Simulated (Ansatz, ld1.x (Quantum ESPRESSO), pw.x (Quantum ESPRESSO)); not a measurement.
# What a changed setting does to a pw.x run (sc Bi)

Potential: PAW, ld1.x (Quantum ESPRESSO) 7.5, PBE; core [Xe] 4f14 5d10, reference 6s2 6p3; waves: 6s (bound): rcut 1.85, rcutus 1.95 bohr; 6s channel at -0.75 Ry: rcut 1.85, rcutus 1.95 bohr; 6p (bound): rcut 2.25, rcutus 2.70 bohr; 6p channel at 0.05 Ry: rcut 2.25, rcutus 2.70 bohr; 6d channel at 0.5 Ry: rcut 2.50, rcutus 2.90 bohr; 6d channel at 1.25 Ry: rcut 2.50, rcutus 2.90 bohr; local part: all-electron potential smoothed inside 2.85 bohr (lloc = -2); core correction: none; augmentation: PSQ, inside the norm-conserving radii.

The reference run (k-mesh 10³, cutoffs 40/320 Ry, Fermi–Dirac 0.01 Ry, mixing_beta 0.4, conv_thr 1e-9, no spin) gives 0.57 GPa at 35.138 Å³/atom, where all-electron LAPW gives 0.12 GPa. This run, with its own iteration cap, changes nbnd to 6.

```
&control
  calculation='scf', prefix='x', pseudo_dir='./', outdir='./tmp', tstress=.true., disk_io='none'
/
&system
  ibrav=0, nat=1, ntyp=1, ecutwfc=40, ecutrho=320, nbnd=6,
  occupations='smearing', smearing='fd', degauss=0.01
/
&electrons
  conv_thr=1e-09, mixing_beta=0.4, electron_maxstep=60
/
ATOMIC_SPECIES
Bi 1.0 Bi.UPF
CELL_PARAMETERS angstrom
  3.27535979 0.00000000 0.00000000
  0.00000000 3.27535979 0.00000000
  0.00000000 0.00000000 3.27535979
ATOMIC_POSITIONS crystal
Bi 0.0000 0.0000 0.0000
K_POINTS automatic
10 10 10 0 0 0
```

```bash
pw.x < Bi.scf.in > Bi.scf.out
```

How does the run end?

It converges in 9 iterations; the free energy moves by +0.0 meV/atom and the pressure by +0.00 GPa. The result is that of the reference run.

```
Message from routine setup:
     using ibrav=0 with symmetry is DISCOURAGED, use correct ibrav instead
     lattice parameter (alat)  =       6.1895  a.u.
     unit-cell volume          =     237.1230 (a.u.)^3
     number of electrons       =         5.00
     number of Kohn-Sham states=            6
     kinetic-energy cutoff     =      40.0000  Ry
     charge density cutoff     =     320.0000  Ry
     scf convergence threshold =      1.0E-09
     Exchange-correlation= SLA  PW   PBX  PBC
     number of k points=    56  Fermi-Dirac smearing, width (Ry)=  0.0100
     iteration #  1     ecut=    40.00 Ry     beta= 0.40
     total energy              =    -796.28421822 Ry
     estimated scf accuracy    <       0.00098861 Ry
     iteration #  2     ecut=    40.00 Ry     beta= 0.40
     total energy              =    -796.28434680 Ry
     estimated scf accuracy    <       0.00036929 Ry
     iteration #  3     ecut=    40.00 Ry     beta= 0.40
     total energy              =    -796.28436809 Ry
     estimated scf accuracy    <       0.00000143 Ry
     [... 3 iterations left out ...]
     iteration #  7     ecut=    40.00 Ry     beta= 0.40
     total energy              =    -796.28436408 Ry
     estimated scf accuracy    <          2.1E-09 Ry
     iteration #  8     ecut=    40.00 Ry     beta= 0.40
     total energy              =    -796.28436415 Ry
     estimated scf accuracy    <          1.4E-09 Ry
     iteration #  9     ecut=    40.00 Ry     beta= 0.40
     the Fermi energy is     5.4834 ev
!    total energy              =    -796.28436415 Ry
     estimated scf accuracy    <          2.0E-12 Ry
     smearing contrib. (-TS)   =      -0.00255398 Ry
     convergence has been achieved in   9 iterations
          total   stress  (Ry/bohr**3)                   (kbar)     P=        5.70
     Message from routine punch:
     Nothing written, as per user request (disk_io='none')
```

The run took about 8.4 s on one core of a shared host (Intel(R) Xeon(R) Platinum 8488C, 192 threads, 1488 GiB, load 44).
